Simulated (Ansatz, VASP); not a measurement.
# Two plane-wave programs on NaF

```
Na F
1.0
     0.00000    2.36891    2.36891
     2.36891    0.00000    2.36891
     2.36891    2.36891    0.00000
Na F
1 1
Direct
  0.00000 0.00000 0.00000
  0.50000 0.50000 0.50000
```

Alike in both runs: task single point; functional PBE; k mesh 8 × 8 × 8; occupations gaussian, width 0.02 eV; no spin polarisation.

|  | VASP | Ansatz |
| --- | --- | --- |
| version | VASP 6.6.1 | Ansatz 0.2.0 |
| potentials or method | VASP PAW PBE potentials, release 64 (Na_pv, F) | scalar-relativistic, plane waves, PAW |
| plane-wave cutoff (eV) | 520 | 420 |
| valence electrons in the cell | 14 | 16 |

```tsv
	VASP	Ansatz	Ansatz less VASP
gap on the k mesh at the Fermi level (eV)	5.95	5.97	+0.015
least direct gap on the mesh (eV)	5.95	5.97	+0.015
pressure (GPa)	-1.2	-1.0	+0.18
```

The functional is the same, so the differences come from potentials, cutoffs and numerics. The two sets of potentials don't hold the same shells in valence.
